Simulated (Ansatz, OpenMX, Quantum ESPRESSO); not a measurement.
# Au: programs and potentials compared

```xyz
7
Lattice="2.9000 0.0000 0.0000 -1.4500 2.5115 0.0000 0.0000 0.0000 29.6400" Properties=species:S:1:pos:R:3 pbc="T T T"
Au    0.0000    1.6743    7.5000
Au    1.4500    0.8372    9.9400
Au    0.0000    1.6743   12.3800
Au    1.4500    0.8372   14.8200
Au    0.0000    1.6743   17.2600
Au    1.4500    0.8372   19.7000
Au    0.0000    1.6743   22.1400
```

Alike in all runs: functional PBE; k mesh 11 × 11 × 1; occupations fermi-dirac, width 0.05 eV; no spin polarisation; no spin-orbit coupling.

```csv
program and potentials,plane-wave cutoff (eV),notes,largest force (eV/Å)
"Ansatz, Ansatz PAW",420,19 valence electrons an atom on average,0.118
"Quantum ESPRESSO, PseudoDojo 0.4.1 SR PBE standard",1034,19 valence electrons an atom on average,0.119
"OpenMX, OpenMX 2013 PBE set, Au7.0-s3p2d2f1, grid cutoff 400 Ry",-,atomic basis; 17 valence electrons an atom on average,0.147
```

Force on atom 6 (Au), eV/Å:

| program and potentials | x | y | z |
| --- | --- | --- | --- |
| Ansatz, Ansatz PAW | 0.000 | 0.000 | -0.118 |
| Quantum ESPRESSO, PseudoDojo 0.4.1 SR PBE standard | 0.000 | 0.000 | -0.119 |
| OpenMX, OpenMX 2013 PBE set, Au7.0-s3p2d2f1, grid cutoff 400 Ry | 0.001 | 0.008 | -0.112 |

Rows in atomic bases carry the error of their basis and grid, which can be large.

Differences between rows come from potentials, basis sets and numerical settings, since the functional is the same but for its coding. Runs on potential files found faulty are left out.
